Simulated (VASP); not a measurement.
## VASP inputs for InSb (strained zincblende)

INCAR

```
LWAVE = .FALSE.
GGA = PE
ENCUT = 520
ISIF = 2
NSW = 0
PREC = Accurate
LREAL = .FALSE.
LCHARG = .FALSE.
SIGMA = 0.02
LASPH = .TRUE.
NBANDS = 16
ISMEAR = -1
IBRION = -1
EDIFF = 1E-7
NELM = 120
```

KPOINTS

```
KPOINTS created by Atomic Simulation Environment
0
Gamma
6 6 6
0 0 0
```

KPOINTS_OPT

```
special points
7
Reciprocal
0.0000000000 0.0000000000 0.0000000000 1
-0.5000000000 -0.5000000000 0.0000000000 1
-0.3750000000 -0.3750000000 0.2500000000 1
-0.3750000000 0.0000000000 0.3750000000 1
0.0000000000 0.0000000000 0.5000000000 1
-0.5000000000 -0.2500000000 0.2500000000 1
-0.0226240000 0.0000000000 -0.0226240000 1
```

POSCAR

```
In Sb
 1.0000000000000000
     0.0000000000000000    3.3451032681999999    3.2078164390000001
     3.3451032681999999    0.0000000000000000    3.2078164390000001
     3.3451032681999999    3.3451032681999999    0.0000000000000000
 In  Sb
   1   1
Cartesian
  0.0000000000000000  0.0000000000000000  0.0000000000000000
  1.6725516340999997  1.6725516340999997  1.6039082194999998
```

VASP ran with the recommended PBE PAW datasets (18 valence electrons in the cell).

**Question.** Predict the results.

**Answer.** gap between bands v and c 0.00 eV; least direct gap 0.00 eV; pressure 0.7 GPa.

Band v is the last that the valence electrons fill when counted band by band, and c is the next. Levels in eV from the top of v:

```csv
point,v−1,v,c,c+1
Γ,-0.16,-0.16,0.02,2.81
X,-2.32,-2.32,1.06,1.21
K,-2.98,-1.80,1.62,3.63
L,-1.15,-0.90,0.33,3.60
W,-2.74,-2.61,3.08,3.69
```
